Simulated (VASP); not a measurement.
Here is a VASP 6.6.1 calculation.

File INCAR:

```
SYSTEM = GaN
ALGO = Fast ; EDIFF = 1E-6
ENCUT = 520 ; GGA = PE
ISIF = 2 ; ISMEAR = 0
LASPH = .TRUE. ; LCHARG = .FALSE.
LREAL = .FALSE. ; LWAVE = .FALSE.
NBANDS = 16 ; NELM = 80
PREC = Accurate ; SIGMA = 0.05
```

The input KPOINTS:

```
k-points
0
G
  14 14 14
  0 0 0
```

POSCAR

```
GaN
1.0
    0.0000000000      1.9661030357      2.0942171356
    2.0942171356      0.0000000000      2.0942171356
    2.0942171356      1.9661030357      0.0000000000
Ga N
1 1
Direct
    0.0000000000      0.0000000000      0.0000000000
    0.5000000000      0.5000000000      0.5000000000
```

Potentials or basis: VASP PAW PBE potentials, release 64 (Ga_d, N).

Launch:

```console
$ cat potpaw_PBE.64/Ga_d/POTCAR potpaw_PBE.64/N/POTCAR > POTCAR
$ mpirun -np 1 vasp_std > vasp.out
```

Task: Predict the band gap on the k mesh.

Result: 0.77 eV, indirect (least direct gap 3.79 eV).

Task: What does it give for the pressure?

Result: 36.0 GPa.

Stress tensor (GPa, compression positive):
```
28.58  0.00  0.00
 0.00 50.90  0.00
 0.00  0.00 28.58
```

Caveat: so large a pressure means that the cell lies far from this level's equilibrium, or that cutoff or potentials fall short. A k mesh can miss the band edges.
